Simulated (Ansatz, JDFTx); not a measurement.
This is a calculation of TiO2 for Ansatz 0.2.0. Atoms were shifted at random by some hundredths of an Å from the given cell, which wasn't relaxed again for these runs. The cell is a database's computed one, not the measured one.

The input input.yaml:

```yaml
crystal:
  lattice:
    - [4.5998373239, 0.0, 0.0]
    - [0.0, 4.5998373239, 0.0]
    - [0.0, 0.0, 2.95921356]
  atoms:
    - { symbol: Ti, position: [-0.007152, 0.007574, 0.497422] }
    - { symbol: Ti, position: [0.491873, 0.510615, -0.003465] }
    - { symbol: O, position: [0.306536, 0.303542, 0.496389] }
    - { symbol: O, position: [0.189269, 0.80785, 0.004857] }
    - { symbol: O, position: [0.795515, 0.194159, 0.00703] }
    - { symbol: O, position: [0.699096, 0.705666, 0.509897] }
hamiltonian:
  xc: pbesol
  pseudopotentials: { kind: paw }
kpoints:
  mp_grid: { grid: [6, 6, 9] }
scf:
  occupations: { method: fermi_dirac, width: 0.05 }
output:
  forces: true
  stress: true
  eigenvalues: true
  write_density: true
  write_potential: true
  elf: true
  volumetric_format: npy
```

Potentials or basis: Ansatz PAW.

Run with:

```console
$ ansatz run input.yaml --threads 1 --pin off --max-ram 3584MiB --backend cpu --events-out ev --progress --plain --runs-dir out
```

Problem. Set up the same calculation for JDFTx 1.7.0 (patched build). Potentials or basis there: PseudoDojo-SR-PBEsol-0.4.1-standard with smoothed tails, cutoff 1143 eV.

Solution. As run (cutoffs and basis follow the program's own potentials, and thresholds, step limits or extra output files can differ):

Contents of TiO2.in:

```
lattice \
    8.6924327600     0.0000000000     0.0000000000 \
    0.0000000000     8.6924327600     0.0000000000 \
    0.0000000000     0.0000000000     5.5921031727
coords-type Lattice
ion Ti    -0.0071520000     0.0075740000     0.4974220000 1
ion Ti     0.4918730000     0.5106150000    -0.0034650000 1
ion O      0.3065360000     0.3035420000     0.4963890000 1
ion O      0.1892690000     0.8078500000     0.0048570000 1
ion O      0.7955150000     0.1941590000     0.0070300000 1
ion O      0.6990960000     0.7056660000     0.5098970000 1

ion-species pseudo/Ti.upf
ion-species pseudo/O.upf
elec-cutoff 42 336
elec-ex-corr gga-PBEsol
kpoint-folding 6 6 9
elec-smearing Fermi 0.0018374661
elec-n-bands 32
electronic-SCF nIterations 100 energyDiffThreshold 1e-09
electronic-minimize nIterations 30 energyDiffThreshold 1e-7
converge-empty-states yes
forces-output-coords Cartesian

dump-name run.$VAR
dump End Ecomponents EigStats BandEigs Kpoints Forces Stress
```

Potentials or basis: PseudoDojo-SR-PBEsol-0.4.1-standard with smoothed tails.

Command:

```bash
$ jdftx -c 1 -i TiO2.in -o TiO2.out
```

Both were run:

|  | Ansatz | JDFTx |
| --- | --- | --- |
| Pressure | -2.9 GPa | -3.5 GPa |
| Largest force | 0.880 eV/Å | 0.895 eV/Å |
| Energy over the undisturbed cell | 6.0 meV/atom | 6.1 meV/atom |

Ansatz's pressure holds a Pulay term of +0.79 GPa for its cutoff of 420 eV, which the other run lacks.

Ansatz's potentials were made for PBE.

Where Ansatz's input types no cutoff or centring, it takes its own default and a Γ-centred mesh.

Pressure is positive in compression.
